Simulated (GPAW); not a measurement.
Write an ASE script for GPAW 26.7.0 that does the following.

```
Task                : relaxation of cell and atoms
Functional          : PBE
Potentials or basis : GPAW PAW data sets (gpaw-data 1.2.1)
Cutoff              : 800 eV
Basis               : pw
k mesh              : 13 × 13 × 13
Occupations         : fermi-dirac, width 0.05 eV
Spin                : no spin polarisation
Maxiter             : 150
Optimizer           : BFGS
Fmax                : 0.02 eV/Å
Max steps           : 60
Convergence         : density=1e-05 forces=0.0001
```

The structure of BN lies in BN.xyz:

```xyz
2
Lattice="0.0000000000 1.8130010000 1.8130010000 1.8130010000 0.0000000000 1.8130010000 1.8130010000 1.8130010000 0.0000000000" Properties=species:S:1:pos:R:3 pbc="T T T"
N      0.9065005000      0.9065005000      0.9065005000
B      0.0000000000      0.0000000000      0.0000000000
```

The cell is a database's computed one.

One way to write it, as run:

run.py

```python
from ase.filters import FrechetCellFilter
from ase.io import read, write
from ase.optimize import BFGS
from gpaw import GPAW, PW

atoms = read('BN.xyz')

calc = GPAW(mode=PW(800),
            xc='PBE',
            kpts={'size': (13, 13, 13), 'gamma': True},
            occupations={'name': 'fermi-dirac', 'width': 0.05},
            nbands=11,
            convergence={'density': 1e-05, 'forces': 0.0001},
            maxiter=150,
            txt='gpaw.txt')
atoms.calc = calc
opt = BFGS(FrechetCellFilter(atoms), trajectory='relax.traj', logfile='-')
done = opt.run(fmax=0.02, steps=60)
calc.write('gs.gpw')
write('result.traj', atoms)
print('Converged:', done)
print('Cell:', atoms.cell.cellpar().round(4))
print('Volume:', round(atoms.get_volume(), 4))
print(atoms.get_scaled_positions().round(5))
```

Potentials or basis: GPAW PAW data sets (gpaw-data 1.2.1), pw.

Command:

```bash
$ OMP_NUM_THREADS=1 python run.py
```

It gave:

```
Relaxed volume                         : 5.93 Å³/atom
Relaxed cell                           : a = 2.560 Å, b = 2.560 Å, c = 2.560 Å, α = 60.00°, β = 60.00°, γ = 60.00°
Space group after relaxing (to 0.05 Å) : F-43m (No. 216)
Energy gained by relaxing              : -0.1 meV/atom
Ionic steps                            : 3
Pressure after relaxing                : 0.0 GPa
Band gap on the k mesh                 : 4.54 eV, indirect (least direct gap 8.81 eV)
```

Caveat: later steps reuse the first step's grids; an odd mesh through Γ misses points on the zone boundary, where band edges often lie.

Wall time 30 s on 1 thread of Arm Neoverse V2, on a shared host, peak memory 0.17 GiB.
